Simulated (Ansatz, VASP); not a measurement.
## Hf: VASP beside Ansatz

```xyz
1
Lattice="-1.8170 1.8170 1.8170 1.8170 -1.8170 1.8170 1.8170 1.8170 -1.8170" Properties=species:S:1:pos:R:3 pbc="T T T"
Hf    0.0000    0.0000    0.0000
```

Change from the starting cell: volume scaled by 1.02, PAW files.

Alike in both runs: task electric field gradients; functional PBEsol; k mesh 14 × 14 × 14; occupations fermi-dirac, width 0.05 eV; no spin polarisation.

```csv
,VASP,Ansatz
version,VASP 6.6.1,Ansatz 0.2.0
potentials or method,"VASP PAW PBE potentials, release 64 (Hf_pv)","PAW with Ansatz's default frozen-core files, scalar-relativistic"
plane-wave cutoff (eV),520,420
valence electrons in the cell,10,26
```

VASP gave:

| Property | Result |
| --- | --- |
| pressure (GPa) | -10.8 |
| Vzz of the field gradient on the site that differs most (V/Å²) | 0.0 |

**Question.** What did Ansatz give for the same quantities?

**Answer.** Pressure (GPa): -10.4; Vzz of the field gradient on the site that differs most (V/Å²): 0.0.

The two sets of potentials don't hold the same shells in valence. Ansatz warned: «gradients_without_spin_orbit».

Caveats: the PAW data sets were made with another functional, which shifts forces and pressure a little (VASP). The runs have no spin-orbit coupling, so splittings on Hf are missing.
